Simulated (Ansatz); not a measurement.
# SiC23: the cost of one run

Method: DFT PBE, scalar-relativistic, plane waves, PAW, in Ansatz 0.2.0.

**1. The structure to begin with**

Symmetry: P1, No. 1, triclinic system. Conventional cell: a = 7.369 Å, b = 8.871 Å, c = 26.879 Å, α = 90.00°, β = 90.00°, γ = 97.96°. C (site symmetry 1) is surrounded by 2 C at 1.42 Å. C (site symmetry 1) has 3 C at 1.42 Å as nearest neighbours. Only part of the 24 independent sites is listed.

As a file:

```xyz
24
Lattice="7.3685 0.0000 0.0000 -1.2281 8.7852 0.0000 0.0000 0.0000 26.8794" Properties=species:S:1:pos:R:3 pbc="T T T"
C     0.0000    0.6867   10.0000
C     2.4562    0.6867   10.0000
C     4.9123    0.6867   10.0000
C     1.2281    0.8584   10.6879
C     3.6843    0.8584   10.6879
C     6.1404    0.8584   10.6879
C     1.2281    1.2017   12.0638
C     3.6843    1.2017   12.0638
C     6.1404    1.2017   12.0638
C     0.0000    1.3734   12.7518
C     2.4562    1.3734   12.7518
C     4.9123    1.3734   12.7518
C     0.0000    1.7167   14.1276
C     2.4562    1.7167   14.1276
C     4.9123    1.7167   14.1276
C     1.2281    1.8884   14.8156
C     3.6843    1.8884   14.8156
C     6.1404    1.8884   14.8156
C     1.2281    2.2318   16.1914
C     3.6843    2.2318   16.1914
C     6.1404    2.2318   16.1914
C     0.0000    2.4034   16.8794
C     2.4562    2.4034   16.8794
Si    4.9123    2.4034   16.8794
```

Slab cut from the bulk at the bulk's listed lattice constants, lower half held.

**2. Relaxing the atoms**

File input.yaml:

```yaml
crystal:
  lattice:
    - [7.36851048, 0.0, 0.0]
    - [-1.22808508, 8.78520362, 0.0]
    - [0.0, 0.0, 26.8793819664]
  atoms:
    - { symbol: C, position: [0.0130275267, 0.07816516, 0.3720323634] }
    - { symbol: C, position: [0.34636086, 0.07816516, 0.3720323634] }
    - { symbol: C, position: [0.6796941933, 0.07816516, 0.3720323634] }
    - { symbol: C, position: [0.1829510767, 0.09770645, 0.3976258944] }
    - { symbol: C, position: [0.51628441, 0.09770645, 0.3976258944] }
    - { symbol: C, position: [0.8496177433, 0.09770645, 0.3976258944] }
    - { symbol: C, position: [0.1894648367, 0.13678904, 0.4488129472] }
    - { symbol: C, position: [0.52279817, 0.13678904, 0.4488129472] }
    - { symbol: C, position: [0.8561315033, 0.13678904, 0.4488129472] }
    - { symbol: C, position: [0.0260550567, 0.15633033, 0.474406469] }
    - { symbol: C, position: [0.35938839, 0.15633033, 0.474406469] }
    - { symbol: C, position: [0.6927217233, 0.15633033, 0.474406469] }
    - { symbol: C, position: [0.0325688167, 0.19541291, 0.525593531] }
    - { symbol: C, position: [0.36590215, 0.19541291, 0.525593531] }
    - { symbol: C, position: [0.6992354833, 0.19541291, 0.525593531] }
    - { symbol: C, position: [0.2024923667, 0.2149542, 0.5511870528] }
    - { symbol: C, position: [0.5358257, 0.2149542, 0.5511870528] }
    - { symbol: C, position: [0.8691590333, 0.2149542, 0.5511870528] }
    - { symbol: C, position: [0.20900613, 0.25403678, 0.6023741056] }
    - { symbol: C, position: [0.5423394633, 0.25403678, 0.6023741056] }
    - { symbol: C, position: [0.8756727967, 0.25403678, 0.6023741056] }
    - { symbol: C, position: [0.0455963467, 0.27357807, 0.6279676366] }
    - { symbol: C, position: [0.37892968, 0.27357807, 0.6279676366] }
    - { symbol: Si, position: [0.7122630133, 0.27357807, 0.6279676366] }
basis:
  ecutwfc: 600.0
  fft_grid_basis: typed
kpoints:
  mp_grid: { grid: [4, 3, 1] }
hamiltonian:
  xc: pbe
  pseudopotentials: { kind: paw }
scf:
  occupations: { method: gaussian, width: 0.1 }
output:
  forces: true
  eigenvalues: true
efield:
  axis: 3
  dipole_correction: true
  ramp_width: 0.04
relax:
  adjacent_minimum: "off"
  f_tol: 0.04
  max_steps: 40
  constraints: [{ sites: [0, 1, 2, 3, 4, 5, 6, 7, 8, 9, 10, 11] }]
```

Started as:

```console
ansatz run input.yaml --threads 4 --pin off --max-ram 8847MiB --backend cpu --events-out ev --progress --plain --runs-dir out
```

**Question.** How long does this run take on 4 threads of Arm Neoverse N1, shared host, and how much memory does it need?

About 13 min, with a peak of 4.7 GiB.
